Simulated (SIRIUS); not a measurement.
**SnTe: equation of state with PBEsol**

SnTe:

```
Te Sn
1.0
     0.00000    3.15085    3.15085
     3.15085    0.00000    3.15085
     3.15085    3.15085    0.00000
Te Sn
1 1
Direct
  0.50000 0.50000 0.50000
  0.00000 0.00000 0.00000
```

```
Program                                     : SIRIUS 7.12.0
Task                                        : equation of state
Functional                                  : PBEsol
Potentials or basis                         : all-electron FP-LAPW
Cutoff                                      : 149 eV
Basis                                       : apw+lo standard
k mesh                                      : 7 × 7 × 7
Occupations                                 : fermi-dirac, width 0.05 eV
Spin                                        : no spin polarisation
Muffin tin radii                            : Sn 2.54, Te 2.54 bohr
Basis cutoff (gk_cutoff)                    : 3.31 1/bohr
Cutoff of density and potential (pw_cutoff) : 20 1/bohr
lmax of the basis                           : 10
lmax of density and potential               : 8
Valence relativity                          : iora
Core states                                 : Sn 1s2s2p3s3p3d, Te 1s2s2p3s3p3d
Local orbitals (radial functions)           : Sn 14, Te 14
Smallest sphere radius times basis cutoff   : 8.41
```

* Equilibrium volume: 30.98 Å³/atom (rough: see the caveat)
* Bulk modulus: 47 GPa (rough)

Energy against volume, from the lowest point:
```tsv
volume (Å³/atom)	energy (meV/atom)
29.404	13.00
30.030	4.23
30.656	0.00
31.281	0.58
31.907	3.95
32.532	9.17
33.158	19.19
```

All runs of the series together: 6.4 min on 1 thread of Arm Neoverse V2, on a shared host.

Caveat: the fit is doubtful: noisy points or a state that changes with volume. The run has no spin-orbit coupling, so splittings on Te are missing.
